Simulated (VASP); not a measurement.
# Sb (Pm-3m) in VASP: single point with HSE06

Aim: the single point of Sb with HSE06.

Program: VASP 6.6.1. These are calculated values, not measurements. Logs are shortened: lines on timing, memory, paths and dates and some standing lists are left out, and cuts for length are marked.

### 1 The structure

The structure is cubic, space group Pm-3m (No. 221). Conventional cell: a = 3.063 Å, b = 3.063 Å, c = 3.063 Å, α = 90.00°, β = 90.00°, γ = 90.00°. Sb (site symmetry m-3m) is surrounded by 6 Sb at 3.06 Å.

This isn't the form of Sb at room conditions, which is rhombohedral.

### 2 Single point, HSE06

POSCAR

```
Sb
1.0
    3.0633500000      0.0000000000      0.0000000000
    0.0000000000      3.0633500000      0.0000000000
    0.0000000000      0.0000000000      3.0633500000
Sb
1
Direct
    0.0000000000      0.0000000000      0.0000000000
```

INCAR.step1

```
SYSTEM = Sb
PREC = Accurate
ENCUT = 520
EDIFF = 1E-5
ISMEAR = 0
SIGMA = 0.1
LREAL = .FALSE.
LASPH = .TRUE.
NELM = 100
ALGO = Normal
ISIF = 2
LWAVE = .TRUE.
LCHARG = .FALSE.
NBANDS = 8
GGA = PE
```

INCAR.step2

```
SYSTEM = Sb
PREC = Accurate
ENCUT = 520
EDIFF = 1E-6
ISMEAR = 0
SIGMA = 0.1
LREAL = .FALSE.
LASPH = .TRUE.
NELM = 100
ALGO = Normal
ISIF = 2
LWAVE = .FALSE.
LCHARG = .FALSE.
GGA = PE
LHFCALC = .TRUE.
HFSCREEN = 0.2
PRECFOCK = Fast
NBANDS = 8
ISTART = 1
```

KPOINTS

```
regular mesh
0
G
  6 6 6
  0 0 0
```

Potentials or basis: VASP PAW PBE potentials, release 64 (Sb).

On the command line:

```sh
cat potpaw_PBE.64/Sb/POTCAR > POTCAR
cp INCAR.step1 INCAR
mpirun -np 1 vasp_std > vasp.out
cp INCAR.step2 INCAR
mpirun -np 1 vasp_std > vasp.out
```

OUTCAR:

```text
SYSTEM = Sb
   PREC = Accurate
   ENCUT = 520
   EDIFF = 1E-6
   ISMEAR = 0
   LREAL = .FALSE.
   LASPH = .TRUE.
   NELM = 100
   ISIF = 2
   GGA = PE
   LHFCALC = .TRUE.
   HFSCREEN = 0.2
   PRECFOCK = Fast
   ISTART = 1

 ion  position               nearest neighbor table
   1  0.000  0.000  0.000-

  LATTYP: Found a simple cubic cell.
 ALAT       =     3.0633500000

  Lattice vectors:

 A1 = (   3.0633500000,   0.0000000000,   0.0000000000)
 A2 = (   0.0000000000,   3.0633500000,   0.0000000000)
 A3 = (   0.0000000000,   0.0000000000,   3.0633500000)

Analysis of symmetry for initial positions (statically):
=====================================================================
 Subroutine PRICEL returns:
 Original cell was already a primitive cell.

 Routine SETGRP: Setting up the symmetry group for a
 simple cubic supercell.

 Subroutine GETGRP returns: Found 48 space group operations
 (whereof 48 operations were pure point group operations)
 out of a pool of 48 trial point group operations.

The static configuration has the point symmetry O_h .

Analysis of symmetry for dynamics (positions and initial velocities):
=====================================================================
 Subroutine PRICEL returns:
 Original cell was already a primitive cell.

 Routine SETGRP: Setting up the symmetry group for a
 simple cubic supercell.

 Subroutine GETGRP returns: Found 48 space group operations
 (whereof 48 operations were pure point group operations)
 out of a pool of 48 trial point group operations.

The dynamic configuration has the point symmetry O_h .

 Subroutine INISYM returns: Found 48 space group operations
 (whereof 48 operations are pure point group operations),
 and found     1 'primitive' translations

----------------------------------------------------------------------------------------

                                     Primitive cell

  volume of cell :      28.7468

  direct lattice vectors                    reciprocal lattice vectors
     3.063350000  0.000000000  0.000000000     0.326440008  0.000000000  0.000000000
     0.000000000  3.063350000  0.000000000     0.000000000  0.326440008  0.000000000
     0.000000000  0.000000000  3.063350000     0.000000000  0.000000000  0.326440008

  length of vectors
     3.063350000  3.063350000  3.063350000     0.326440008  0.326440008  0.326440008

  position of ions in fractional coordinates (direct lattice)
     0.000000000  0.000000000  0.000000000

  ion indices of the primitive-cell ions
   primitive index   ion index
                 1           1

----------------------------------------------------------------------------------------

 KPOINTS: regular mesh

Automatic generation of k-mesh.
 Grid dimensions read from file:
 generate k-points for:    6    6    6

 Generating k-lattice:

  Cartesian coordinates                     Fractional coordinates (reciprocal lattice)
     0.054406668  0.000000000  0.000000000     0.166666667  0.000000000  0.000000000
     0.000000000  0.054406668  0.000000000     0.000000000  0.166666667  0.000000000
     0.000000000  0.000000000  0.054406668     0.000000000  0.000000000  0.166666667

  Length of vectors
     0.054406668  0.054406668  0.054406668

  Shift w.r.t. Gamma in fractional coordinates (k-lattice)
     0.000000000  0.000000000  0.000000000

 Subroutine IBZKPT returns following result:
 ===========================================

 Found     20 irreducible k-points:

 Following reciprocal coordinates:
            Coordinates               Weight
  0.000000  0.000000  0.000000      1.000000
  0.166667  0.000000  0.000000      6.000000
  0.333333  0.000000  0.000000      6.000000
  0.500000  0.000000  0.000000      3.000000
  0.166667  0.166667  0.000000     12.000000
  0.333333  0.166667  0.000000     24.000000
[... 12 lines left out ...]
  0.500000  0.500000  0.333333      6.000000
  0.500000  0.500000  0.500000      1.000000
   k-points           NKPTS =     20   k-points in BZ     NKDIM =    216   number of bands    NBANDS=      8
   number of dos      NEDOS =    301   number of ions     NIONS =      1
   total plane-waves  NPLWV =  13824
   dimension x,y,z NGX =    24 NGY =   24 NGZ =   24
   dimension x,y,z NGXF=    48 NGYF=   48 NGZF=   48
   ions per type =               1
   NGX,Y,Z   is equivalent  to a cutoff of  13.02, 13.02, 13.02 a.u.
   NGXF,Y,Z  is equivalent  to a cutoff of  26.05, 26.05, 26.05 a.u.
 SYSTEM =  Sb
   PREC   = accura    normal or accurate (medium, high low for compatibility)
   ISTART =      1    job   : 0-new  1-cont  2-samecut
   ICHARG =      0    charge: 1-file 2-atom 10-const
   ISPIN  =      1    spin polarized calculation?
   LNONCOLLINEAR =      F non collinear calculations
   LSORBIT =      F    spin-orbit coupling
   LASPH  =      T    aspherical Exc in radial PAW
   ENCUT  =  520.0 eV  38.22 Ry    6.18 a.u.   5.70  5.70  5.70*2*pi/ulx,y,z
   NELM   =    100;   NELMIN=  2; NELMDL=  0     # of ELM steps
   EDIFF  = 0.1E-05   stopping-criterion for ELM
   LREAL  =      F    real-space projection
   EDIFFG = 0.1E-04   stopping-criterion for IOM
   NSW    =      0    number of steps for IOM
   IBRION =     -1    ionic relax: 0-MD 1-quasi-New 2-CG
   NFREE  =      0    steps in history (QN), initial steepest desc. (CG)
   ISIF   =      2    stress and relaxation
   ISYM   =      3    0-nonsym 1-usesym 2-fastsym
   POTIM  = 0.5000    time-step for ionic-motion
   TEBEG  =    0.0;   TEEND  =   0.0 temperature during run
   PSTRESS=    0.0 pullay stress
   NELECT =       5.0000    total number of electrons
   NUPDOWN=      -1.0000    fix difference up-down
   EMIN   =  10.00;   EMAX   =-10.00  energy-range for DOS
   EFERMI =   0.00;   METHOD = LEGACY
   ISMEAR =     0;   SIGMA  =   0.10  broadening in eV -4-tet -1-fermi 0-gaus
   EFERMI_NEDOS =   21; number of points for ismear=-14 and -15
   IALGO  =     38    algorithm
   IMIX   =      1    mixing-type and parameters
     AMIX     =   0.40;   BMIX     =  1.00
     AMIX_MAG =   1.60;   BMIX_MAG =  1.00
  volume/ion in A,a.u.               =      28.75       193.99
  Fermi-wavevector in a.u.,A,eV,Ry     =   0.913836  1.726899 11.362171  0.835096
  Thomas-Fermi vector in A             =   2.038393
   LORBIT       =      0    0 simple, 1 ext, 2 COOP (PROOUT), +10 PAW based schemes
   GGA     = PE    functional components
   LHFCALC =     T    Hartree Fock is set to
   PRECFOCK=fast      Normal, Fast or Accurate (Low or Medium for compatibility)
   ENCUT4O =  -1.0   cutoff for four orbital integrals eV
   NKREDX  =     1    reduce k-point grid by
   NKREDY  =     1    reduce k-point grid by
   NKREDZ  =     1    reduce k-point grid by
   AEXX    =    0.2500 exact exchange contribution
   HFSCREEN=    0.2000 screening length (either q_TF or 0.3 A-1)
   HFSCREENC=   0.2000 screening length for correlation (either q_TF or 0.3 A-1)
   ENCUTFOCK=  -1.0 apply spherical cutoff to Coloumb kernel
   IVDW    =     0    specifies the selected vdW correction
   LEPSILON=     F    determine dielectric tensor
   LRPA    =     F    only Hartree local field effects (RPA)
 non-spin polarized calculation
 Gauss-broadening in eV      SIGMA  =   0.10
  energy-cutoff  :      520.00
  volume of cell :       28.75
 maximum number of plane-waves:       804
 NGX is ok and might be reduce to    24
  NGX = 14; NGY = 14; NGZ = 14

 number of electron       4.9999999 magnetization

 Free energy of the ion-electron system (eV)
  ---------------------------------------------------
  ext. energy  EPLUGINS =         0.00000000
  ---------------------------------------------------
  free energy    TOTEN  =        -5.04659625 eV

  energy without entropy =       -5.04497788  energy(sigma->0) =       -5.04578707

 E-fermi :   7.7867     XC(G=0):  -8.1428

 val. band max:        7.6703624079   @ k =   0.1667   0.1667   0.0000
 cond. band min:       7.9031067125   @ k =   0.5000   0.3333   0.3333
 fundamental gap:      0.2327443045
 Fermi energy:         7.7867343476

 k-point     1 :       0.0000    0.0000    0.0000
  band No.  band energies     occupation
      1      -6.7055      2.00000
      2      11.3119      0.00000
      3      11.3119      0.00000
      4      11.3119      0.00000
      5      14.8764      0.00000
      6      14.8764      0.00000
      7      16.6357      0.00000
      8      26.0402      0.00000

 k-point     2 :       0.1667    0.0000    0.0000
  band No.  band energies     occupation
      1      -6.2481      2.00000
      2       7.4668      1.99999
      3      11.7642      0.00000
      4      11.7642      0.00000
      5      15.2313      0.00000
      6      16.2900      0.00000
      7      19.7624      0.00000
      8      23.8617      0.00000

 k-point     3 :       0.3333    0.0000    0.0000
  band No.  band energies     occupation
      1      -4.9675      2.00000
      2       3.0366      2.00000
      3      12.8877      0.00000
      4      12.8877      0.00000
      5      16.2180      0.00000
      6      17.5020      0.00000
      7      21.0983      0.00000
      8      21.0983      0.00000

 k-point     4 :       0.5000    0.0000    0.0000
  band No.  band energies     occupation
      1      -3.8329      2.00000
      2       0.7808      2.00000
      3      13.6694      0.00000
      4      13.6694      0.00000
      5      17.1310      0.00000
      6      19.0022      0.00000
      7      19.7367      0.00000
      8      19.8571      0.00000

 k-point     5 :       0.1667    0.1667    0.0000
  band No.  band energies     occupation
      1      -5.7898      2.00000
      2       7.6704      1.90018
      3       8.1969      0.00000
      4      12.2140      0.00000
      5      16.0829      0.00000
      6      19.4799      0.00000
      7      19.7008      0.00000
      8      21.3894      0.00000

 k-point     6 :       0.3333    0.1667    0.0000
  band No.  band energies     occupation
      1      -4.5054      2.00000
      2       3.4808      2.00000
      3       9.1436      0.00000
      4      13.3367      0.00000
      5      16.5201      0.00000
      6      17.4753      0.00000
      7      20.8918      0.00000
      8      21.4089      0.00000

 k-point     7 :       0.5000    0.1667    0.0000
  band No.  band energies     occupation
      1      -3.3637      2.00000
      2       1.2190      2.00000
      3      10.0504      0.00000
      4      14.1233      0.00000
      5      15.0576      0.00000
      6      18.5563      0.00000
      7      19.8905      0.00000
      8      20.0552      0.00000
[... 89 lines left out ...]
 k-point    16 :       0.5000    0.5000    0.1667
  band No.  band energies     occupation
      1      -0.2445      2.00000
      2       3.5797      2.00000
      3       3.5797      2.00000
      4      10.2093      0.00000
      5      12.7269      0.00000
      6      17.6033      0.00000
      7      17.6033      0.00000
      8      20.7391      0.00000

 k-point    17 :       0.3333    0.3333    0.3333
  band No.  band energies     occupation
      1      -1.4103      2.00000
      2       5.8643      2.00000
      3       5.8643      2.00000
      4       7.2633      2.00000
      5      14.2190      0.00000
      6      15.0204      0.00000
      7      15.0204      0.00000
      8      20.7509      0.00000

 k-point    18 :       0.5000    0.3333    0.3333
  band No.  band energies     occupation
      1      -0.1710      2.00000
      2       3.8786      2.00000
      3       6.6213      2.00000
      4       7.9031      0.09981
      5      12.6107      0.00000
      6      13.4889      0.00000
      7      15.8240      0.00000
      8      18.9521      0.00000

 k-point    19 :       0.5000    0.5000    0.3333
  band No.  band energies     occupation
      1       1.2095      2.00000
      2       4.6586      2.00000
      3       4.6586      2.00000
      4       8.2079      0.00000
      5      11.4070      0.00000
      6      14.2019      0.00000
      7      14.2019      0.00000
      8      17.0519      0.00000

 k-point    20 :       0.5000    0.5000    0.5000
  band No.  band energies     occupation
      1       2.8847      2.00000
      2       5.4002      2.00000
      3       5.4002      2.00000
      4       5.4002      2.00000
      5      12.6777      0.00000
      6      12.6777      0.00000
      7      12.6777      0.00000
      8      14.9488      0.00000

------------------------ aborting loop because EDIFF is reached ----------------------------------------

  FORCE on cell =-STRESS in cart. coord.  units (eV):
  Direction    XX          YY          ZZ          XY          YZ          ZX
  --------------------------------------------------------------------------------------
  -------------------------------------------------------------------------------------
  Total       -0.1633117     -0.1633117     -0.1633117     -0.0000000     -0.0000000     -0.0000000
  in kB       -9.1020245     -9.1020245     -9.1020245     -0.0000000     -0.0000000     -0.0000000
  external PRESSURE =      -9.1020245 kB  Pullay stress =       0.0000000 kB

 VOLUME and BASIS-vectors are now :
 -----------------------------------------------------------------------------
  energy-cutoff  :      520.00
  volume of cell :       28.75
      direct lattice vectors                 reciprocal lattice vectors
     3.063350000  0.000000000  0.000000000     0.326440008  0.000000000  0.000000000
     0.000000000  3.063350000  0.000000000     0.000000000  0.326440008  0.000000000
     0.000000000  0.000000000  3.063350000     0.000000000  0.000000000  0.326440008

 POSITION                                       TOTAL-FORCE (eV/Angst)
 -----------------------------------------------------------------------------------
      0.00000      0.00000      0.00000         0.000000      0.000000      0.000000
 -----------------------------------------------------------------------------------
    total drift:                                0.000008      0.000008      0.000008

  FREE ENERGIE OF THE ION-ELECTRON SYSTEM (eV)
  ---------------------------------------------------
  free  energy   TOTEN  =        -5.0465962497 eV

  energy  without entropy=       -5.0449778822  energy(sigma->0) =       -5.04578707
```

Wall time 92 s (1 thread of Intel Xeon Platinum 8488C (Sapphire Rapids), shared host); peak memory 0.24 GiB.

Results:

```
Free energy            : -5.0466 eV
Pressure               : -0.9 GPa
Band gap on the k mesh : none (metal or under the smearing width)
```

Caveat: the PAW data sets were made with another functional, which shifts forces and pressure a little. The run has no spin-orbit coupling, so splittings on Sb are missing.
